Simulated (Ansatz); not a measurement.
Input and command of a plane-wave DFT calculation in Ansatz:

```yaml
crystal:
  lattice:
    - [0.0, 1.9542348285, 1.9542348285]
    - [1.9542348285, 0.0, 1.9542348285]
    - [1.9542348285, 1.9542348285, 0.0]
  atoms:
    - { symbol: Ti, position: [0.0, 0.0, 0.0] }
basis:
  ecutwfc: 420
kpoints:
  mp_grid: { grid: [18, 18, 18] }
hamiltonian:
  xc: pbesol
scf:
  occupations: { method: gaussian, width: 0.1 }
output:
  forces: true
  stress: true
  eigenvalues: true
relax:
  adjacent_minimum: "off"
  f_tol: 0.008
  max_steps: 50
  cell: { stress_tol: 0.08, p_target: 15.0 }
```

```bash
ansatz run input.yaml --threads 1 --pin off --max-ram 2560MiB --backend cpu --events-out ev --progress --plain --runs-dir out
```

Processor: Arm Neoverse V2, 1 thread, on a host shared with other jobs.

**Question.** How long does it run, and how much memory does it take?

**Answer.** About 6.4 s on 1 thread of Arm Neoverse V2 (shared host), peak memory 0.31 GiB. It solves 10 bands at 195 k points (the mesh reduced by symmetry) with about 283 plane waves (on the last cell), in 15 SCF iterations over 4 ionic steps.
